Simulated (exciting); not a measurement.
# PbS (Galena) (Fm-3m) in exciting: single point with BLYP+TS

Aim: the single point of PbS (Galena) with BLYP+TS.

All numbers are computed with exciting (release sodium); they aren't measurements. Logs are shortened: lines on timing, memory, paths and dates and some standing lists are left out, and cuts for length are marked.

## Step 1: The crystal as given

The structure is cubic, space group Fm-3m (No. 225). Conventional cell: a = 5.931 Å, b = 5.931 Å, c = 5.931 Å, α = 90.00°, β = 90.00°, γ = 90.00°. Pb (site symmetry m-3m) has 6 S at 2.97 Å as nearest neighbours. S (site symmetry m-3m) is surrounded by 6 Pb at 2.97 Å.

## Step 2: Single point, BLYP+TS

Input file input.xml:

```xml
<input>
  <title>PbS</title>
  <structure speciespath="./" tshift="false">
    <crystal scale="7.9258966301">
      <basevect>0.000000000000 0.707106781184 0.707106781184</basevect>
      <basevect>0.707106781184 0.000000000000 0.707106781184</basevect>
      <basevect>0.707106781184 0.707106781184 0.000000000000</basevect>
    </crystal>
    <species speciesfile="Pb.xml" rmt="2.3">
      <atom coord="0.000000000000 0.000000000000 0.000000000000"/>
    </species>
    <species speciesfile="S.xml" rmt="1.9">
      <atom coord="0.500000000000 0.500000000000 0.500000000000"/>
    </species>
  </structure>
  <groundstate do="fromscratch" ngridk="8 8 8" rgkmax="7.5" gmaxvr="14" lmaxapw="10" lmaxmat="10" lmaxvr="8" stype="Methfessel-Paxton 1" swidth="0.00036749" nempty="10" ValenceRelativity="iora*" epsengy="1e-05" epspot="1e-05" maxscl="60" tforce="true" outputlevel="normal" vdWcorrection="TSvdW" niterconvcheck="1">
    <libxc exchange="XC_GGA_X_B88" correlation="XC_GGA_C_LYP"/>
  </groundstate>
  <properties>
    <TSvdW/>
  </properties>
</input>
```

Potentials or basis: all-electron LAPW+lo, shipped species files, valence relativity iora*.

Started as:

```
OMP_NUM_THREADS=1 exciting_smp
```

INFO.OUT:

```text
================================================================================
EXCITING SODIUM started
[... 10 lines left out ...]

 Lattice vectors (cartesian) :
      0.0000000000      5.6044552541      5.6044552541
      5.6044552541      0.0000000000      5.6044552541
      5.6044552541      5.6044552541      0.0000000000

 Reciprocal lattice vectors (cartesian) :
     -0.5605527230      0.5605527230      0.5605527230
      0.5605527230     -0.5605527230      0.5605527230
      0.5605527230      0.5605527230     -0.5605527230

 Unit cell volume                           :     352.0709677258
 Brillouin zone volume                      :       0.7045460608

 Species :    1 (Pb)
     parameters loaded from                 :    Pb.xml
     name                                   :    lead
     nuclear charge                         :     -82.00000000
     electronic charge                      :      82.00000000
     atomic mass                            :  377702.49410000
     muffin-tin radius                      :       2.30000000
     # of radial points in muffin-tin       :     450

     atomic positions (lattice) :
       1 :   0.00000000  0.00000000  0.00000000

 Species :    2 (S)
     parameters loaded from                 :    S.xml
     name                                   :    sulphur
     nuclear charge                         :     -16.00000000
     electronic charge                      :      16.00000000
     atomic mass                            :   58452.74216000
     muffin-tin radius                      :       1.90000000
     # of radial points in muffin-tin       :     300

     atomic positions (lattice) :
       1 :   0.50000000  0.50000000  0.50000000

 Total number of atoms per unit cell        :       2

 Spin treatment                             :    spin-unpolarised

 Number of Bravais lattice symmetries       :      48
 Number of crystal symmetries               :      48

 k-point grid                               :       8    8    8
 Total number of k-points                   :      29
 k-point set is reduced with crystal symmetries

 R^MT_min * |G+k|_max (rgkmax)              :       7.50000000
 Species with R^MT_min                      :       2 (S)
 Maximum |G+k| for APW functions            :       3.94736842
 Maximum |G| for potential and density      :      14.00000000

 G-vector grid sizes                        :      36    36    36
 Total number of G-vectors                  :   16361

 Maximum angular momentum used for
     APW functions                          :      10
     computing H and O matrix elements      :      10
     potential and density                  :       8
     inner part of muffin-tin               :       2

 Total nuclear charge                       :     -98.00000000
 Total electronic charge                    :      98.00000000
 Total core charge                          :      78.00000000
 Total valence charge                       :      20.00000000

 Number of empty states                     :      10
 Total number of valence states             :      21

 Maximum Hamiltonian size                   :     398
 Maximum number of plane-waves              :     380
 Total number of local-orbitals             :      18

 Exchange-correlation type                  :     100
     libxc; exchange: Becke 88; correlation: Lee, Yang & Parr (see libxc for references)

 Smearing scheme                            :    Methfessel-Paxton order 1, Phys. Rev. B 40, 3616 (1989)
 Smearing width                             :       0.00036749

 Using multisecant Broyden potential mixing
[... 16 lines left out ...]
+ SCF iteration number :    1                                                  +
++++++++++++++++++++++++++++++++++++++++++++++++++++++++++++++++++++++++++++++++
 Total energy                               :    -21323.43877173
 _______________________________________________________________
 Fermi energy                               :         0.23302668
 Kinetic energy                             :     24780.48765348
 Coulomb energy                             :    -45686.56031146
 Exchange energy                            :      -412.20574351
 Correlation energy                         :        -5.16037025
[... 376 lines left out ...]
 RMS change in effective potential (target) :  0.372040E-08  ( 0.100000E-04)
 Absolute change in total energy   (target) :  0.493906E-05  ( 0.100000E-04)
 Charge distance                   (target) :  0.205609E-08  ( 0.100000E-04)
 Abs. change in max-nonIBS-force   (target) :   0.00000      ( 0.500000E-04)

++++++++++++++++++++++++++++++++++++++++++++++++++++++++++++++++++++++++++++++++
| Convergency criteria checked for the last iteration                          +
| Convergence targets achieved. Performing final SCF iteration                 +
++++++++++++++++++++++++++++++++++++++++++++++++++++++++++++++++++++++++++++++++
 Total energy                               :    -21329.15095352
 _______________________________________________________________
 Fermi energy                               :         0.24005415
 Kinetic energy                             :     24773.35366999
 Coulomb energy                             :    -45685.24602151
 Exchange energy                            :      -412.07940888
 Correlation energy                         :        -5.15993420
 TS-vdW dispersion correction               :        -0.01925891

 DOS at Fermi energy (states/Ha/cell)       :         0.00000000

 Electron charges :
     core                                   :        78.00000000
     core leakage                           :         0.01294118
     valence                                :        20.00000000
     interstitial                           :         5.40242938
     charge in muffin-tin spheres :
                  atom     1    Pb          :        79.04151978
                  atom     2     S          :        13.55605084
     total charge in muffin-tins            :        92.59757062
     total charge                           :        98.00000000

 Estimated fundamental gap                  :         0.01842634
        valence-band maximum at    5      0.5000  0.0000  0.0000
     conduction-band minimum at    5      0.5000  0.0000  0.0000

++++++++++++++++++++++++++++++++++++++++++++++++++++++++++++++++++++++++++++++++
+ Self-consistent loop stopped                                                 +
++++++++++++++++++++++++++++++++++++++++++++++++++++++++++++++++++++++++++++++++
 STATE.OUT is written

--------------------------------------------------------------------------------
- Writing atomic positions and forces                                          -
--------------------------------------------------------------------------------

 Atomic positions (lattice) :
 atom     1  Pb  :     0.00000000    0.00000000    0.00000000
 atom     2   S  :     0.50000000    0.50000000    0.50000000

 Total atomic forces including IBS (cartesian) :
 atom     1  Pb  :    -0.00000000    0.00000000    0.00000000
 atom     2   S  :     0.00000000   -0.00000000   -0.00000000

 Atomic force components including IBS (cartesian) :
 atom     1  Pb  :    -0.00000000    0.00000000    0.00000000   HF force
                 :    -0.00000000    0.00000000   -0.00000000   core correction
                 :    -0.00000000    0.00000000    0.00000000   IBS correction
                 :     0.00000000    0.00000000    0.00000000   TS-vdW force
 atom     2   S  :     0.00000000   -0.00000000   -0.00000000   HF force
                 :     0.00000000   -0.00000000    0.00000000   core correction
                 :     0.00000000   -0.00000000   -0.00000000   IBS correction
                 :    -0.00000000   -0.00000000   -0.00000000   TS-vdW force

********************************************************************************
[... 7 lines left out ...]
| EXCITING SODIUM stopped                                                      =
================================================================================
```

Run time: 1.8 min. Hardware: 1 thread of Arm Neoverse V1, shared host; peak memory 0.15 GiB.

What came out:

| Item | Value |
| --- | --- |
| Free energy | -580395.7649 eV |
| Band gap on the k mesh | 0.50 eV, direct |
| All electrons inside the program's atomic spheres | Pb 79.04; S 13.56 (radii Pb 2.3, S 1.9 bohr) |
| Dispersion energy per atom | -0.262 eV |

Caveat: spin-orbit coupling is left out, which as a rule narrows the gap of such compounds by several tenths of an eV.

## Step 3: For comparison

An earlier run on the cell as given: functional PBE; potentials or basis all-electron LAPW+lo, shipped species files, valence relativity iora*; rgkmax 7.5; k mesh 8 × 8 × 8; occupations fermi-dirac, width 0.05 eV; no spin polarisation.

- Band gap on the k mesh: 0.36 eV, direct
- All electrons inside the program's atomic spheres: Pb 79.03; S 13.52 (radii Pb 2.3, S 1.9 bohr)
